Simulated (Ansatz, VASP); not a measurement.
This is a calculation of CaF3 for VASP 6.6.1.

The input INCAR:

```
SYSTEM = CaF3
PREC = Accurate
ENCUT = 520
EDIFF = 1E-7
ISMEAR = -1
SIGMA = 0.05
LREAL = .False.
LASPH = .True.
NELM = 60
ALGO = Normal
ISIF = 2
LWAVE = .False.
LCHARG = .False.
GGA = PS
NBANDS = 24
```

Contents of KPOINTS:

```
regular mesh
0
Gamma
  10 10 10
  0 0 0
```

POSCAR

```
CaF3
1.0
   -1.9366597322      1.9366597322      3.2858889094
    1.9366597322     -1.9366597322      3.2858889094
    1.9366597322      1.9366597322     -3.2858889094
Ca F
1 3
Direct
    0.0000000000      0.0000000000      0.0000000000
    0.5000000000      0.5000000000      0.0000000000
    0.2500000000      0.7500000000      0.5000000000
    0.7500000000      0.2500000000      0.5000000000
```

Potentials or basis: VASP PAW PBE potentials, release 64 (Ca_sv, F).

The run is started by

```sh
$ cat potpaw_PBE.64/Ca_sv/POTCAR potpaw_PBE.64/F/POTCAR > POTCAR
$ mpirun -np 1 vasp_std > vasp.out
```

Problem. Set up the same calculation for Ansatz 0.2.0. Potentials there: Ansatz PAW.

Solution. As run (the cutoff follows the program's own potentials):

input.yaml

```yaml
crystal:
  lattice:
    - [-1.9366597322, 1.9366597322, 3.2858889094]
    - [1.9366597322, -1.9366597322, 3.2858889094]
    - [1.9366597322, 1.9366597322, -3.2858889094]
  atoms:
    - { symbol: Ca, position: [0.0, 0.0, 0.0] }
    - { symbol: F, position: [0.5, 0.5, 0.0] }
    - { symbol: F, position: [0.25, 0.75, 0.5] }
    - { symbol: F, position: [0.75, 0.25, 0.5] }
hamiltonian:
  xc: pbesol
  pseudopotentials: { kind: paw }
kpoints:
  mp_grid: { grid: [10, 10, 10] }
scf:
  occupations: { method: fermi_dirac, width: 0.05 }
output:
  forces: true
  stress: true
  eigenvalues: true
```

Potentials or basis: Ansatz PAW.

Launch:

```bash
$ ansatz run input.yaml --threads 1 --pin off --max-ram 3584MiB --backend cpu --events-out ev --progress --plain --runs-dir out
```

Both were run:

|  | VASP | Ansatz | Ansatz less VASP |
| --- | --- | --- | --- |
| gap on the k mesh at the Fermi level (eV) | none | none | - |
| pressure (GPa) | -7.1 | -7.0 | +0.15 |
| largest component of the traceless stress (GPa) | 0.94 | 0.96 | +0.017 |

A gap of «none» marks a metal or a gap that the smearing closes. The functional is the same, so the differences come from potentials, cutoffs and numerics.

Caveats: an odd number of electrons without spin polarisation forces a metal; a magnetic or distorted state may lie lower; the PAW data sets were made with another functional, which shifts forces and pressure a little (VASP); the pressure holds a Pulay correction of +0.8 GPa for the finite cutoff (Ansatz); the PAW data sets come from PBE, with cores solved anew for the run's functional, which leaves a small shift of forces and pressure (Ansatz).
